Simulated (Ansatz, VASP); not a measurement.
## One calculation of Cu3Au (Auricupride), two programs

Contents of INCAR:

```
PREC = Accurate
ENCUT = 520
EDIFF = 1E-6
ISMEAR = -1
SIGMA = 0.05
LREAL = False
LASPH = True
NELM = 60
ALGO = Fast
ISIF = 2
LWAVE = False
LCHARG = False
LMAXMIX = 4
GGA = PE
```

KPOINTS

```
regular mesh
0
Gamma
  7 7 7
```

The input POSCAR:

```
Cu3Au
1.0
    3.7400000000      0.0000000000      0.0000000000
    0.0000000000      3.7400000000      0.0000000000
    0.0000000000      0.0000000000      3.7400000000
Au Cu
1 3
Direct
    0.0000000000      0.0000000000      0.0000000000
    0.5000000000      0.5000000000      0.0000000000
    0.5000000000      0.0000000000      0.5000000000
    0.0000000000      0.5000000000      0.5000000000
```

File KPOINTS_OPT:

```
path GXMGRX,MR
10
line-mode
reciprocal
 0.0000000000  0.0000000000  0.0000000000  G
 0.0000000000  0.5000000000  0.0000000000  X

 0.0000000000  0.5000000000  0.0000000000  X
 0.5000000000  0.5000000000  0.0000000000  M

 0.5000000000  0.5000000000  0.0000000000  M
 0.0000000000  0.0000000000  0.0000000000  G

 0.0000000000  0.0000000000  0.0000000000  G
 0.5000000000  0.5000000000  0.5000000000  R

 0.5000000000  0.5000000000  0.5000000000  R
 0.0000000000  0.5000000000  0.0000000000  X

 0.5000000000  0.5000000000  0.0000000000  M
 0.5000000000  0.5000000000  0.5000000000  R
```

The input input.yaml:

```yaml
crystal:
  lattice:
    - [3.74, 0.0, 0.0]
    - [0.0, 3.74, 0.0]
    - [0.0, 0.0, 3.74]
  atoms:
    - { symbol: Au, position: [0.0, 0.0, 0.0] }
    - { symbol: Cu, position: [0.5, 0.5, 0.0] }
    - { symbol: Cu, position: [0.5, 0.0, 0.5] }
    - { symbol: Cu, position: [0.0, 0.5, 0.5] }
hamiltonian:
  xc: pbe
  pseudopotentials: { kind: paw }
kpoints:
  mp_grid: { grid: [7, 7, 7] }
  band_path:
    path:
      - [[0.0, 0.0, 0.0], [0.0, 0.5, 0.0], [0.5, 0.5, 0.0], [0.0, 0.0, 0.0], [0.5, 0.5, 0.5], [0.0, 0.5, 0.0]]
      - [[0.5, 0.5, 0.0], [0.5, 0.5, 0.5]]
    npoints: 14
scf:
  occupations: { method: fermi_dirac, width: 0.05 }
  n_extra_bands: 10
output:
  forces: true
  stress: true
  eigenvalues: true
  fatbands: false
```

Alike in both runs: task band structure; functional PBE; k mesh 7 × 7 × 7; occupations fermi-dirac, width 0.05 eV; no spin polarisation.

|  | VASP | Ansatz |
| --- | --- | --- |
| version | VASP 6.6.1 | Ansatz 0.2.0 |
| potentials or method | VASP PAW PBE potentials, release 64 (Au, Cu) | Ansatz PAW |
| plane-wave cutoff (eV) | 520 | 420 |
| valence electrons in the cell | 44 | 76 |

|  | VASP | Ansatz | Ansatz less VASP |
| --- | --- | --- | --- |
| gap on the k mesh at the Fermi level (eV) | none | none | - |
| pressure (GPa) | 5.3 | 4.9 | -0.37 |

A gap of «none» marks a metal or a gap that the smearing closes. The two sets of potentials don't hold the same shells in valence.

Caveats: spin-orbit coupling is left out, which moves the levels of the heavy elements.
